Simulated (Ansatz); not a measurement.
MgB2:

```
Mg B
1.0
     3.08500    0.00000    0.00000
    -1.54250    2.67169    0.00000
     0.00000    0.00000    3.52300
Mg B
1 2
Direct
  0.00000 0.00000 0.00000
  0.66667 0.33333 0.50000
  0.33333 0.66667 0.50000
```

Base run:

| Property | Result |
| --- | --- |
| Program | Ansatz 0.2.0 |
| Functional | LDA |
| Potentials or basis | all-electron LAPW, scalar-relativistic |
| Cutoff | 272 eV (chosen from the basis error) |
| Basis error allowed | 0.002 eV/atom |
| k mesh | 10 × 10 × 8 |
| Occupations | fermi-dirac, width 0.05 eV |
| Spin | no spin polarisation |

Its results: pressure -7.5 GPa.

Problem. The run is repeated on the same cell with these changes: functional from LDA to PBEsol. What comes out?

Solution. Pressure -3.1 GPa.

PBEsol binds less tightly than LDA, so the same cell stands under more pressure.
